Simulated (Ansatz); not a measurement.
A relaxation of cell and atoms of ZnGeP₂ (started from an entry of an open crystallographic database) with Ansatz, at the level PBE. The input holds the cell as the database lists it.

input.yaml:
```yaml
crystal:
  lattice:
    - [-2.73, 2.73, 5.38]
    - [2.73, -2.73, 5.38]
    - [2.73, 2.73, -5.38]
  atoms:
    - { symbol: Zn, position: [0.0, 0.0, 0.0] }
    - { symbol: Zn, position: [0.75, 0.25, 0.5] }
    - { symbol: Ge, position: [0.5, 0.5, 0.0] }
    - { symbol: Ge, position: [0.25, 0.75, 0.5] }
    - { symbol: P, position: [0.375, 0.389, 0.514] }
    - { symbol: P, position: [0.611, 0.125, 0.986] }
    - { symbol: P, position: [0.875, 0.861, 0.486] }
    - { symbol: P, position: [0.139, 0.625, 0.014] }
kpoints:
  mp_grid: { grid: [6, 6, 6] }
hamiltonian:
  xc: pbe
scf:
  occupations: { method: fermi_dirac, width: 0.02 }
relax:
  f_tol: 0.005
  cell: {}
```

Command: `ansatz run input.yaml --threads 2 --pin off --max-ram 29491MiB --backend cpu --events-out ev --progress --plain --runs-dir out`. Wall time 39 s on 2 threads of AMD EPYC 7R13 Processor (Zen 3) (shared host), load about 1.5 per core; peak host memory 0.67 GiB.

What the program printed (shortened):
```
Functional definition: PBE
Crystal: 8 atoms, lattice volume = 160.386 Å³
Basis set: ecut = 420 eV, 3081 PW (Γ)
Bands: 44, of which v1, the nominal top of the filled ones, is band 36 counted from 1 (35 counted from 0)
Symmetry: 8 space group operations
Space group: I-42d (ITA 122)
k-points: 30 of 216 (time reversal used)
relax step 1: F+E_penalty+E_count = -18252.48981426 eV  max|allowed force component| = 7.084e-1 eV/Å  Δτ_max = 0.0000 Å  P = +2.301 GPa  Ω = 160.386 Å³
relax step 2: F+E_penalty+E_count = -18252.58353213 eV  max|allowed force component| = 2.067e-1 eV/Å  Δτ_max = 0.0389 Å  P = +0.568 GPa  Ω = 163.057 Å³
relax step 3: F+E_penalty+E_count = -18252.59419826 eV  max|allowed force component| = 1.927e-2 eV/Å  Δτ_max = 0.0174 Å  P = -0.017 GPa  Ω = 164.066 Å³
relax step 4: F+E_penalty+E_count = -18252.59429817 eV  max|allowed force component| = 1.608e-3 eV/Å  Δτ_max = 0.0018 Å  P = +0.004 GPa  Ω = 163.996 Å³
relax step 5: F+E_penalty+E_count = -18252.59539558 eV  max|allowed force component| = 1.474e-3 eV/Å  Δτ_max = 0.0000 Å  P = +0.008 GPa  Ω = 163.996 Å³  (SCF on a basis re-selected at this cell)
SCF converged after 8 iterations
Free energy (F): -18252.595396 eV
Fermi energy:    7.603007 eV
--- Per-component energies (eV) ---
  E_band       = -295.316840
  E_kinetic    = 762.948519
  E_local      = -9329.027498
  E_nonlocal   = 2195.799963
  E_hartree    = 3996.449743
  E_xc         = -671.308947
  E_vxc        = -475.908511
  E_paw        = -9968.459753
  E_vpaw       = -1442.028825
  E_ewald      = -5238.997353
--- Forces (eV/Å), atoms counted from 1 ---
  atom   1  Zn      0.00000      0.00000      0.00000
  atom   2  Zn      0.00000      0.00000      0.00000
  atom   3  Ge      0.00000      0.00000      0.00000
  atom   4  Ge      0.00000      0.00000      0.00000
  atom   5  P       0.00147      0.00000      0.00000
  atom   6  P       0.00000    -0.00147      0.00000
  atom   7  P     -0.00147      0.00000      0.00000
  atom   8  P       0.00000      0.00147      0.00000
--- Stress (GPa, compression-positive) ---
        0.002273       0.000000       0.000000
        0.000000       0.002273       0.000000
        0.000000       0.000000       0.019717
  P = ⅓ Tr σ = 0.0081 GPa (0.081 kbar)
--- Relaxed structure (4 steps of the walk, 4 accepted, 1 SCFs on fresh bases) ---
  F+E_penalty+E_count = -18252.59539558 eV   max|allowed force component| = 1.474e-3 eV/Å
  cell:  # Å, volume = 163.9962 Å³
    - [-2.750055, 2.750055, 5.421147]
    - [2.750055, -2.750055, 5.421147]
    - [2.750055, 2.750055, -5.421147]
  atoms:
    - { symbol: Zn, position: [0.000000, 0.000000, 0.000000] }
    - { symbol: Zn, position: [0.750000, 0.250000, 0.500000] }
    - { symbol: Ge, position: [0.500000, 0.500000, 0.000000] }
    - { symbol: Ge, position: [0.250000, 0.750000, 0.500000] }
    - { symbol: P, position: [0.375000, 0.378357, 0.503357] }
    - { symbol: P, position: [0.621643, 0.125000, 0.996643] }
    - { symbol: P, position: [0.875000, 0.871643, 0.496643] }
    - { symbol: P, position: [0.128357, 0.625000, 0.003357] }
```

In 4 steps the volume changed by +2.3 %; between the first SCF and the last, each on a basis chosen for its cell, the energy fell by 13.2 meV an atom. Final cell: space group I-42d (No. 122), tetragonal; conventional cell a = 5.500 Å, c = 10.842 Å, 20.50 Å³ an atom. Zn is surrounded by 4 P at 2.38 Å; Ge is surrounded by 4 P at 2.36 Å; P is surrounded by 2 Ge at 2.36 Å and 2 Zn at 2.38 Å.

Calculated for a static, non-magnetic cell.
